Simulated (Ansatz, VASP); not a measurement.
**TePb in VASP and in Ansatz**

```xyz
2
Lattice="0.0000 3.2310 3.2310 3.1664 0.0000 3.2310 3.1664 3.2310 0.0000" Properties=species:S:1:pos:R:3 pbc="T T T"
Pb    0.0000    0.0000    0.0000
Te    3.1664    3.2310    3.2310
```

Change from the starting cell: strain = -0.02.

Alike in both runs: task single point; functional PBE; k mesh 7 × 7 × 7; occupations fermi-dirac, width 0.05 eV; no spin polarisation.

|  | VASP | Ansatz |
| --- | --- | --- |
| version | VASP 6.6.1 | Ansatz 0.2.0 |
| potentials or method | VASP PAW PBE potentials, release 64 (Pb_d, Te) | Ansatz PAW |
| plane-wave cutoff (eV) | 520 | 420 |
| valence electrons in the cell | 20 | 30 |

```csv
,VASP,Ansatz,Ansatz less VASP
gap on the k mesh at the Fermi level (eV),0.96,0.95,-0.003
least direct gap on the mesh (eV),0.96,0.95,-0.003
pressure (GPa),3.1,3.2,+0.06
largest component of the traceless stress (GPa),1.90,1.90,-0.001
```

With one functional, cell and mesh, what is left measures potentials, basis and numerics. The two sets of potentials don't hold the same shells in valence.

Caveats: spin-orbit coupling is left out, which as a rule narrows the gap of such compounds by several tenths of an eV; an odd mesh through Γ misses points on the zone boundary, where band edges often lie (VASP); odd divisions of the mesh miss points on the zone boundary, where band edges often lie, so the gap on the mesh can be too wide (Ansatz).
